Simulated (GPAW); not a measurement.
TePt:

```
Pt Te
1.0
     4.26288    0.00000    0.00000
    -2.13144    3.69176    0.00000
     0.00000    0.00000    5.66177
Pt Te
2 2
Cartesian
  0.0000 0.0000 0.0000
  0.0000 0.0000 2.8309
  0.0000 2.4612 1.4154
  2.1314 1.2306 4.2463
```

Measurements of this composition are mostly on another form, of space group No. 166.

Base run:

- Program: GPAW 26.7.0
- Functional: PBEsol
- Potentials or basis: PAW data sets generated in the run's folder for this functional
- Cutoff: 600 eV
- Basis: pw
- k mesh: 5 × 5 × 4
- Occupations: fermi-dirac, width 0.05 eV
- Spin: no spin polarisation
- Hubbard terms: Pt d U = 4 eV

Its results: pressure -7.4 GPa.

Question: The run is repeated on the same cell with these changes: hubbard terms from Pt d U = 4 eV to Pt d U = 6 eV. What comes out?

Answer: Pressure -8.0 GPa.

Caveats: U without spin polarisation on a metal has little footing; the U is typed as a test and isn't derived for this compound.

Not every run made on this cell is shown here.
